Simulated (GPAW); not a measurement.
GaN:

```
Ga N
1.0
     0.00000    2.25350    2.25350
     2.25350    0.00000    2.25350
     2.25350    2.25350    0.00000
Ga N
1 1
Direct
  0.00000 0.00000 0.00000
  0.25000 0.25000 0.25000
```

The cell is a database's computed one.

Program: GPAW 26.7.0. Alike in all runs: cell as given; smearing fermi-dirac 0.05 eV.

Order these runs on this cell by their pressure, lowest first.
A. level PW91; potentials or basis PAW data sets generated in the run's folder for this functional, pw; spin SOC, no magnetisation; k mesh 10 × 10 × 10; cutoff (eV) 800; maxiter 150; band path GXWKGLUWLK,UX; band points 80; spin axis theta (degrees) 90; spin axis phi (degrees) 0
B. level LDA; potentials or basis the program's PAW data sets (release 1.2.1) made for this functional, pw; spin SOC, no magnetisation; k mesh 10 × 10 × 10; cutoff (eV) 800; maxiter 150; band path GXWKGLUWLK,UX; band points 60; spin axis theta (degrees) 54.7; spin axis phi (degrees) 45
C. level LDA; potentials or basis the program's PAW data sets (release 1.2.1) made for this functional, pw; spin off; k mesh 8 × 8 × 8; cutoff (eV) 600; maxiter 120
D. level PBEint; potentials or basis PAW data sets generated in the run's folder for this functional, pw; spin SOC, no magnetisation; k mesh 10 × 10 × 10; cutoff (eV) 800; maxiter 150; band path GXWKGLUWLK,UX; band points 60; spin axis theta (degrees) 90; spin axis phi (degrees) 45
E. level RPBE; potentials or basis the program's PAW data sets (release 1.2.1) made for this functional, pw; spin SOC, no magnetisation; k mesh 10 × 10 × 10; cutoff (eV) 800; maxiter 150; band path GXWKGLUWLK,UX; band points 80; spin axis theta (degrees) 54.7; spin axis phi (degrees) 45

C (-5.1 GPa), B (0.8 GPa), D (9.0 GPa), A (11.5 GPa), E (16.8 GPa).

Caveats: spin-orbit coupling was added after a scalar SCF, so levels and gaps hold it while energy, forces, pressure and moments don't (some runs); so large a pressure means that the cell lies far from this level's equilibrium, or that cutoff or potentials fall short (some runs); the cutoff is short for stress and forces, so pressures can be off by a GPa or more (some runs).

Runs at the PBE level aren't shown here.
